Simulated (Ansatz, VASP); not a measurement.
**AlAu in VASP and in Ansatz**

```
CELL_PARAMETERS angstrom
3.22394 0.00000 0.00000
0.00000 3.22394 0.00000
0.00000 0.00000 3.22394
ATOMIC_POSITIONS crystal
Au 0.49221 0.49701 0.49416
Al 0.99426 0.00878 0.00983
```

Change from the starting cell: atoms moved at random, drawn with an rms of 0.05 Å.

Alike in both runs: task single point; functional PBEsol; k mesh 8 × 8 × 8; occupations fermi-dirac, width 0.05 eV; no spin polarisation.

```csv
,VASP,Ansatz
version,VASP 6.6.1,Ansatz 0.2.0
potentials or method,"VASP PAW PBE potentials, release 64 (Au, Al)",Ansatz PAW
plane-wave cutoff (eV),520,420
valence electrons in the cell,14,22
```

|  | VASP | Ansatz | Ansatz less VASP |
| --- | --- | --- | --- |
| gap on the k mesh at the Fermi level (eV) | none | none | - |
| pressure (GPa) | -5.2 | -5.0 | +0.17 |
| largest component of the traceless stress (GPa) | 0.12 | 0.12 | -0.001 |
| rms of the force components (eV/Å) | 0.051 | 0.052 | +0.0003 |

Atom by atom the forces differ by 0.000 eV/Å (rms over components). A gap of «none» marks a metal or a gap that the smearing closes. With one functional, cell and mesh, what is left measures potentials, basis and numerics. The two sets of potentials don't hold the same shells in valence.

Caveats: the PAW data sets were made with another functional, which shifts forces and pressure a little (VASP); the PAW data sets come from PBE, with cores solved anew for the run's functional, which leaves a small shift of forces and pressure (Ansatz). The runs have no spin-orbit coupling, so splittings on Au are missing.
